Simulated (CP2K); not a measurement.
# Ag (Im-3m) in CP2K: a series of runs

The runs below take Ag through single point, equation of state, with LDA.

All numbers are computed with CP2K 2026.2; they aren't measurements. Logs are shortened: lines on timing, memory, paths and dates and some standing lists are left out, and cuts for length are marked.

**1. The crystal as given**

It takes space group Im-3m (No. 229, cubic). The conventional cell has a = 3.311 Å, b = 3.311 Å, c = 3.311 Å, α = 90.00°, β = 90.00°, γ = 90.00°. Ag (site symmetry m-3m) has 8 Ag at 2.87 Å as nearest neighbours.

This isn't the form of Ag at room conditions, which is fcc.

**2. Single point, LDA, 18.15 Å³/atom**

File ag_eos.inp:

```
&GLOBAL
  PROJECT ag_eos
  RUN_TYPE ENERGY_FORCE
  PRINT_LEVEL LOW
&END GLOBAL
&FORCE_EVAL
  METHOD QS
  STRESS_TENSOR ANALYTICAL
  &DFT
    BASIS_SET_FILE_NAME BASIS_MOLOPT_UZH
    POTENTIAL_FILE_NAME GTH_POTENTIALS
    &MGRID
      CUTOFF 450
      REL_CUTOFF 60
      NGRIDS 5
    &END MGRID
    &QS
      METHOD GPW
      EPS_DEFAULT 1.0E-10
    &END QS
    &KPOINTS
      SCHEME MONKHORST-PACK 11 11 11
      GAMMA_CENTERED T
      SYMMETRY T
      SYMMETRY_BACKEND SPGLIB
    &END KPOINTS
    &SCF
      SCF_GUESS ATOMIC
      EPS_SCF 1.0E-6
      MAX_SCF 100
      ADDED_MOS 11
      CHOLESKY OFF
      EPS_EIGVAL 1.0E-7
      &DIAGONALIZATION ON
        ALGORITHM STANDARD
      &END DIAGONALIZATION
      &MIXING ON
        METHOD BROYDEN_MIXING
        ALPHA 0.4
        BETA 1.5
        NBUFFER 8
      &END MIXING
      &SMEAR ON
        METHOD FERMI_DIRAC
        ELECTRONIC_TEMPERATURE [K] 116.045
      &END SMEAR
    &END SCF
    &XC
      &XC_FUNCTIONAL
        &LDA_X
        &END LDA_X
        &LDA_C_PW
        &END LDA_C_PW
      &END XC_FUNCTIONAL
    &END XC
    &PRINT
      &KPOINTS ON
      &END KPOINTS
      &MULLIKEN ON
      &END MULLIKEN
      &MO ON
        ENERGIES T
        OCCUPATION_NUMBERS T
        &EACH
          QS_SCF 0
        &END EACH
        ADD_LAST NUMERIC
      &END MO
    &END PRINT
  &END DFT
  &SUBSYS
    &CELL
      A 2.8676768478 0.0000000000 0.0000000000
      B -0.9558922826 2.7036716604 0.0000000000
      C -0.9558922826 -1.3518358302 2.3414483414
      PERIODIC XYZ
    &END CELL
    &COORD
      Ag  0.0000000000 0.0000000000 0.0000000000
    &END COORD
    &KIND Ag
      BASIS_SET TZVP-MOLOPT-PBE-GTH-q11
      POTENTIAL GTH-PADE-q11
    &END KIND
    &PRINT
      &ATOMIC_COORDINATES ON
      &END ATOMIC_COORDINATES
      &CELL ON
      &END CELL
      &SYMMETRY ON
      &END SYMMETRY
    &END PRINT
  &END SUBSYS
  &PRINT
    &FORCES ON
    &END FORCES
    &STRESS_TENSOR ON
    &END STRESS_TENSOR
  &END PRINT
&END FORCE_EVAL
```

Potentials or basis: GTH_POTENTIALS Ag GTH-PADE-q11; TZVP-MOLOPT-PBE-GTH basis.

The run is started by

```console
> OMP_NUM_THREADS=1 cp2k.psmp -i ag_eos.inp -o ag_eos.out
```

ag_eos.out:

```text

 CP2K| version string:                                       CP2K version 2026.2
 CP2K| Input file name                                                ag_eos.inp

 GLOBAL| Force Environment number                                              1
 GLOBAL| Basis set file name                                    BASIS_MOLOPT_UZH
 GLOBAL| Potential file name                                      GTH_POTENTIALS
 GLOBAL| MM Potential file name                                     MM_POTENTIAL
 GLOBAL| Coordinate file name                                      __STD_INPUT__
 GLOBAL| Method name                                                        CP2K
 GLOBAL| Project name                                                     ag_eos
 GLOBAL| Run type                                                   ENERGY_FORCE
 GLOBAL| FFT library                                                       FFTW3
[... 6 lines left out ...]
 GLOBAL| Total number of message passing processes                             1
 GLOBAL| Number of threads for this process                                    1
 GLOBAL| CPU model name                          AMD EPYC 9R45 96-Core Processor

 CELL| Volume [angstrom^3]:                                            18.153850
 CELL| Vector a [angstrom]:       2.868     0.000     0.000   |a| =     2.867677
 CELL| Vector b [angstrom]:      -0.956     2.704     0.000   |b| =     2.867677
 CELL| Vector c [angstrom]:      -0.956    -1.352     2.341   |c| =     2.867677
 CELL| Angle (b,c), alpha [degree]:                                   109.471221
 CELL| Angle (a,c), beta  [degree]:                                   109.471221
 CELL| Angle (a,b), gamma [degree]:                                   109.471221
 CELL| Numerically orthorhombic:                                              NO
 CELL| Periodicity                                                           XYZ

 CELL_REF| Volume [angstrom^3]:                                        18.153850
 CELL_REF| Vector a [angstrom     2.868     0.000     0.000   |a| =     2.867677
 CELL_REF| Vector b [angstrom    -0.956     2.704     0.000   |b| =     2.867677
 CELL_REF| Vector c [angstrom    -0.956    -1.352     2.341   |c| =     2.867677
 CELL_REF| Angle (b,c), alpha [degree]:                               109.471221
 CELL_REF| Angle (a,c), beta  [degree]:                               109.471221
 CELL_REF| Angle (a,b), gamma [degree]:                               109.471221
 CELL_REF| Numerically orthorhombic:                                          NO
 CELL_REF| Periodicity                                                       XYZ
[... 9 lines left out ...]
 TOTAL NUMBERS AND MAXIMUM NUMBERS

  Total number of            - Atomic kinds:                                   1
                             - Atoms:                                          1
                             - Shell sets:                                     1
                             - Shells:                                        10
                             - Primitive Cartesian functions:                  5
                             - Cartesian basis functions:                     40
                             - Spherical basis functions:                     34

  Maximum angular momentum of- Orbital basis functions:                        3
[... 107 lines left out ...]
     1 NoMix/Diag. 0.40E+00    8.6     0.42926382       -36.9839261680 -3.70E+01
     2 Broy./Diag. 0.40E+00    5.9     0.09299632       -38.2166814689 -1.23E+00
     3 Broy./Diag. 0.40E+00    5.9     0.06807780       -37.4286219560  7.88E-01
     4 Broy./Diag. 0.40E+00    6.2     0.01330384       -36.9810978233  4.48E-01
     5 Broy./Diag. 0.40E+00    5.8     0.00859863       -36.9311899522  4.99E-02
     6 Broy./Diag. 0.40E+00    6.0     0.00100666       -36.9841769534 -5.30E-02
     7 Broy./Diag. 0.40E+00    6.0     0.00078910       -36.9863611067 -2.18E-03
     8 Broy./Diag. 0.40E+00    5.9     0.00005836       -36.9812495583  5.11E-03
     9 Broy./Diag. 0.40E+00    5.9     0.00004587       -36.9811717672  7.78E-05
    10 Broy./Diag. 0.40E+00    7.1     0.00000287       -36.9814722972 -3.01E-04
    11 Broy./Diag. 0.40E+00    7.5     0.00000135       -36.9814806230 -8.33E-06
    12 Broy./Diag. 0.40E+00    7.6     0.00000005       -36.9814718053  8.82E-06

  *** SCF run converged in    12 steps ***

  Electronic density on regular grids:        -10.9999999988        0.0000000012
  Core density on regular grids:               10.9999999984       -0.0000000016
  Total charge density on r-space grids:       -0.0000000005
  Total charge density g-space grids:          -0.0000000005

  Overlap energy of the core charge distribution:               0.00000000159449
  Self energy of the core charge distribution:                -59.88328035901625
  Core Hamiltonian energy:                                     20.04679595502501
  Hartree energy:                                               8.54747745704541
  Exchange-correlation energy:                                 -5.69244589405721
  Electronic entropic energy:                                  -0.00001896589626
  Fermi energy:                                                 0.24453415901817

  Total energy:                                               -36.98147180530653
  Total energy (extrapolated to T->0):                        -36.98146232235840

 MO| EIGENVALUES AND OCCUPATION NUMBERS FOR K POINT 1
 MO|
 MO|  Index      Eigenvalue [a.u.]        Eigenvalue [eV]             Occupation
 MO|      1               0.032823               0.893153               2.000000
 MO|      2               0.032823               0.893161               2.000000
 MO|      3               0.125642               3.418882               2.000000
 MO|      4               0.141605               3.853259               2.000000
 MO|      5               0.141605               3.853272               2.000000
 MO|      6               0.479671              13.052507               0.000000
[... 298 lines left out ...]
 MO|      6               0.347576               9.458012               0.000000
[... 9 lines left out ...]
 MO|     16               1.780195              48.441566               0.000000
 MO|     17               1.839533              50.056249               0.000000
 MO| Sum:                                                              10.000000
 MO| E(Fermi):            0.244534 a.u.          6.654113 eV

 [... the levels of further k-points ...]

 !-----------------------------------------------------------------------------!
                     Mulliken Population Analysis

 #  Atom  Element  Kind  Atomic population                           Net charge
       1     Ag       1         11.000000                              0.000000
 # Total charge                             11.000000                  0.000000

 !-----------------------------------------------------------------------------!

 ENERGY| Total FORCE_EVAL ( QS ) energy [hartree]            -36.981471740561183

 FORCES| Atomic forces [hartree/bohr]
 FORCES|   Atom     x               y               z               |f|
 FORCES|      1  9.63403561E-15  2.85621777E-15 -1.08091089E-14   1.47583691E-14
 FORCES| Sum     9.63403561E-15  2.85621777E-15 -1.08091089E-14
 FORCES| Total atomic force                                       1.47583691E-14

 STRESS| Analytical stress tensor [bar]
 STRESS|                        x                   y                   z
 STRESS|      x       -1.17596241864E+05  -1.55485646871E-01   7.80373260840E-02
 STRESS|      y       -1.55485646871E-01  -1.17597191515E+05  -2.34466420226E-02
 STRESS|      z        7.80373260840E-02  -2.34466420226E-02  -1.17597472736E+05
 STRESS| 1/3 Trace                                            -1.17596968705E+05
 STRESS| Determinant                                          -1.62625401294E+15

 STRESS| Eigenvectors and eigenvalues of the analytical stress tensor [bar]
 STRESS|                        1                   2                   3
 STRESS| Eigenvalues  -1.17597478356E+05  -1.17597215877E+05  -1.17596211882E+05
 STRESS|      x          -0.056533701938      0.160721577274      0.985379376253
 STRESS|      y           0.050859338959      0.986140032658     -0.157927716474
 STRESS|      z           0.997104441965     -0.041187505249      0.063924339851
```

It took 95 s on 1 thread of AMD EPYC 9R45 (Zen 5), shared host; peak memory 0.38 GiB.

Results:

```yaml
Free_energy: -1006.3170 eV
Pressure: -11.8 GPa
Band_gap_on_the_k_mesh: none (metal or under the smearing width)
```

Caveat: the basis of atomic orbitals isn't converged, which shifts pressures, moduli and gaps.

**3. Single point, LDA, 17.79 Å³/atom (volume scaled by 0.98)**

ag_eos.inp, as its differences from that of step 2:

```diff
@@ -11,2 +11,3 @@
     POTENTIAL_FILE_NAME GTH_POTENTIALS
+    WFN_RESTART_FILE_NAME previous-RESTART.kp
     &MGRID
@@ -27,3 +28,3 @@
     &SCF
-      SCF_GUESS ATOMIC
+      SCF_GUESS RESTART
       EPS_SCF 1.0E-6
@@ -72,5 +73,5 @@
     &CELL
-      A 2.8676768478 0.0000000000 0.0000000000
-      B -0.9558922826 2.7036716604 0.0000000000
-      C -0.9558922826 -1.3518358302 2.3414483414
+      A 2.8484301145 0.0000000000 0.0000000000
+      B -0.9494767048 2.6855256663 0.0000000000
+      C -0.9494767048 -1.3427628331 2.3257334495
       PERIODIC XYZ
```

Potentials or basis: GTH_POTENTIALS Ag GTH-PADE-q11; TZVP-MOLOPT-PBE-GTH basis.

The run is started by

```console
> OMP_NUM_THREADS=1 cp2k.psmp -i ag_eos.inp -o ag_eos.out
```

Run time: 67 s. Hardware: 1 thread of AMD EPYC 9R45 (Zen 5), shared host; peak memory 0.38 GiB.

It converged, with:

```
Free energy            : -1006.3420 eV
Pressure               : -10.2 GPa
Band gap on the k mesh : none (metal or under the smearing width)
```

Caveat: the basis of atomic orbitals isn't converged, which shifts pressures, moduli and gaps.

**4. Single point, LDA, 18.52 Å³/atom (volume scaled by 1.02)**

ag_eos.inp, as its differences from that of step 3:

```diff
@@ -73,5 +73,5 @@
     &CELL
-      A 2.8484301145 0.0000000000 0.0000000000
-      B -0.9494767048 2.6855256663 0.0000000000
-      C -0.9494767048 -1.3427628331 2.3257334495
+      A 2.8866686387 0.0000000000 0.0000000000
+      B -0.9622228796 2.7215772926 0.0000000000
+      C -0.9622228796 -1.3607886463 2.3569550737
       PERIODIC XYZ
```

The run is started by

```console
> OMP_NUM_THREADS=1 cp2k.psmp -i ag_eos.inp -o ag_eos.out
```

It took 60 s on 1 thread of AMD EPYC 9R45 (Zen 5), shared host; peak memory 0.37 GiB.

It converged, with:

* Free energy: -1006.2888 eV
* Pressure: -13.1 GPa
* Band gap on the k mesh: none (metal or under the smearing width)

Caveat: the basis of atomic orbitals isn't converged, which shifts pressures, moduli and gaps.

**5. Single point, LDA, 17.43 Å³/atom (volume scaled by 0.96)**

ag_eos.inp, as its differences from that of step 4:

```diff
@@ -73,5 +73,5 @@
     &CELL
-      A 2.8866686387 0.0000000000 0.0000000000
-      B -0.9622228796 2.7215772926 0.0000000000
-      C -0.9622228796 -1.3607886463 2.3569550737
+      A 2.8289197069 0.0000000000 0.0000000000
+      B -0.9429732356 2.6671310776 0.0000000000
+      C -0.9429732356 -1.3335655388 2.3098032684
       PERIODIC XYZ
```

The run is started by

```console
> OMP_NUM_THREADS=1 cp2k.psmp -i ag_eos.inp -o ag_eos.out
```

Run time: 64 s. Hardware: 1 thread of AMD EPYC 9R45 (Zen 5), shared host; peak memory 0.38 GiB.

Results (log left out):

```yaml
Free_energy: -1006.3632 eV
Pressure: -8.5 GPa
Band_gap_on_the_k_mesh: none (metal or under the smearing width)
```

Caveat: the basis of atomic orbitals isn't converged, which shifts pressures, moduli and gaps.

**6. Single point, LDA, 18.88 Å³/atom (volume scaled by 1.04)**

ag_eos.inp, as its differences from that of step 5:

```diff
@@ -73,5 +73,5 @@
     &CELL
-      A 2.8289197069 0.0000000000 0.0000000000
-      B -0.9429732356 2.6671310776 0.0000000000
-      C -0.9429732356 -1.3335655388 2.3098032684
+      A 2.9054137655 0.0000000000 0.0000000000
+      B -0.9684712552 2.7392503676 0.0000000000
+      C -0.9684712552 -1.3696251838 2.3722604056
       PERIODIC XYZ
```

Potentials or basis: GTH_POTENTIALS Ag GTH-PADE-q11; TZVP-MOLOPT-PBE-GTH basis.

The run is started by

```console
> OMP_NUM_THREADS=1 cp2k.psmp -i ag_eos.inp -o ag_eos.out
```

It took 61 s on 1 thread of AMD EPYC 9R45 (Zen 5), shared host; peak memory 0.37 GiB.

The run converged. Its results:

| Item | Value |
| --- | --- |
| Free energy | -1006.2578 eV |
| Pressure | -14.2 GPa |
| Band gap on the k mesh | none (metal or under the smearing width) |

Caveat: the basis of atomic orbitals isn't converged, which shifts pressures, moduli and gaps.

**7. Single point, LDA, 17.06 Å³/atom (volume scaled by 0.94)**

ag_eos.inp, as its differences from that of step 6:

```diff
@@ -73,5 +73,5 @@
     &CELL
-      A 2.9054137655 0.0000000000 0.0000000000
-      B -0.9684712552 2.7392503676 0.0000000000
-      C -0.9684712552 -1.3696251838 2.3722604056
+      A 2.8091364044 0.0000000000 0.0000000000
+      B -0.9363788015 2.6484792011 0.0000000000
+      C -0.9363788015 -1.3242396005 2.2936502695
       PERIODIC XYZ
```

The run is started by

```console
> OMP_NUM_THREADS=1 cp2k.psmp -i ag_eos.inp -o ag_eos.out
```

It took 73 s on 1 thread of AMD EPYC 9R45 (Zen 5), shared host; peak memory 0.37 GiB.

The run converged. Its results:

| Item | Value |
| --- | --- |
| Free energy | -1006.3801 eV |
| Pressure | -6.4 GPa |
| Band gap on the k mesh | none (metal or under the smearing width) |

Caveat: the basis of atomic orbitals isn't converged, which shifts pressures, moduli and gaps.

**8. Single point, LDA, 19.24 Å³/atom (volume scaled by 1.06)**

ag_eos.inp, as its differences from that of step 7:

```diff
@@ -73,5 +73,5 @@
     &CELL
-      A 2.8091364044 0.0000000000 0.0000000000
-      B -0.9363788015 2.6484792011 0.0000000000
-      C -0.9363788015 -1.3242396005 2.2936502695
+      A 2.9239200846 0.0000000000 0.0000000000
+      B -0.9746400282 2.7566982926 0.0000000000
+      C -0.9746400282 -1.3783491463 2.3873707519
       PERIODIC XYZ
```

The run is started by

```console
> OMP_NUM_THREADS=1 cp2k.psmp -i ag_eos.inp -o ag_eos.out
```

Run time: 60 s. Hardware: 1 thread of AMD EPYC 9R45 (Zen 5), shared host; peak memory 0.37 GiB.

It converged, with:

| Quantity | Value |
| --- | --- |
| Free energy | -1006.2245 eV |
| Pressure | -15.2 GPa |
| Band gap on the k mesh | none (metal or under the smearing width) |

Caveat: the basis of atomic orbitals isn't converged, which shifts pressures, moduli and gaps.

**9. Equation of state, LDA**

Potentials or basis: GTH_POTENTIALS Ag GTH-PADE-q11; TZVP-MOLOPT-PBE-GTH basis.

This step only gathers the single runs of the series.

What came out:

```
Equilibrium volume : 16.18 Å³/atom (rough: see the caveat)
Bulk modulus       : 139 GPa (rough)
```

Energy against volume, from the lowest point:
| volume (Å³/atom) | energy (meV/atom) |
| --- | --- |
| 17.065 | 0.00 |
| 17.428 | 16.90 |
| 17.791 | 38.11 |
| 18.154 | 63.07 |
| 18.517 | 91.26 |
| 18.880 | 122.25 |
| 19.243 | 155.58 |

Caveat: the minimum lies outside the volumes run; the basis of atomic orbitals isn't converged, which shifts pressures, moduli and gaps.
